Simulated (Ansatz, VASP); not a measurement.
# Cs: VASP beside Ansatz

```xyz
1
Lattice="-3.1022 3.1022 3.1022 3.1022 -3.1022 3.1022 3.1022 3.1022 -3.1022" Properties=species:S:1:pos:R:3 pbc="T T T"
Cs    0.0000    0.0000    0.0000
```

Alike in both runs: task single point; functional PBEsol; k mesh 10 × 10 × 10; occupations gaussian, width 0.1 eV; no spin polarisation.

```csv
,VASP,Ansatz
version,VASP 6.6.1,Ansatz 0.2.0
potentials or method,"VASP PAW PBE potentials, release 64 (Cs_sv)","scalar-relativistic, plane waves, PAW"
plane-wave cutoff (eV),520,420
valence electrons in the cell,9,9
```

```csv
,VASP,Ansatz,Ansatz less VASP
gap on the k mesh at the Fermi level (eV),none,none,-
pressure (GPa),-0.2,-0.2,+0.01
```

A gap of «none» marks a metal or a gap that the smearing closes.

Caveats: the PAW data sets were made with another functional, which shifts forces and pressure a little (VASP). Spin-orbit coupling is left out, which matters for the levels of Cs.
